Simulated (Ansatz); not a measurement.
Structures of PbO: which is lowest?

Plane-wave DFT in Ansatz with scalar-relativistic PAW potentials, cutoff 500 eV, Γ-centred meshes chosen by cell and gap, Gaussian smearing with energies taken to zero width. Every cell was relaxed (cell and atoms) in a run of its own, within the symmetry of its start. Functional: r2SCAN.

Relaxed structures (starts from databases or built by putting these elements on another compound's sites):
A. P6_3mc, 4 atoms in the computed cell, a = 4.198 Å, c = 5.622 Å; sites (symmetry × multiplicity) Pb 3m. × 2, O 3m. × 2; start: built
B. P4/nmm, 4 atoms in the computed cell, a = 3.987 Å, c = 5.322 Å; sites (symmetry × multiplicity) Pb 4mm × 2, O -4m2 × 2; start: database
C. Fm-3m, 2 atoms in the computed cell, a = 5.216 Å; sites (symmetry × multiplicity) O m-3m × 4, Pb m-3m × 4; start: built

Problem. Rank them by energy. Could pressure change the order?

Solution.
```csv
structure,group,E − E(lowest) (meV/atom),V (Å³/atom),gap on mesh (eV)
B,P4/nmm,0.0,21.15,1.83
C,Fm-3m,251,17.74,0.32
A,P6_3mc,252,21.45,1.99
```

B is lowest, 251 meV/atom under C. C is denser by 3.41 Å³/atom, so pressure favours it: ΔE/ΔV, with ΔE in eV and 1 eV/Å³ = 160.2 GPa, gives about 12 GPa for equal enthalpy if both cells were rigid, a rough figure since the two compress differently. Other structures may lie lower than all of these, and vibrations aren't counted.

Spin-orbit coupling is left out, which matters for the bands of heavy elements. For Tl, Pb and Bi spin-orbit coupling shifts energies too.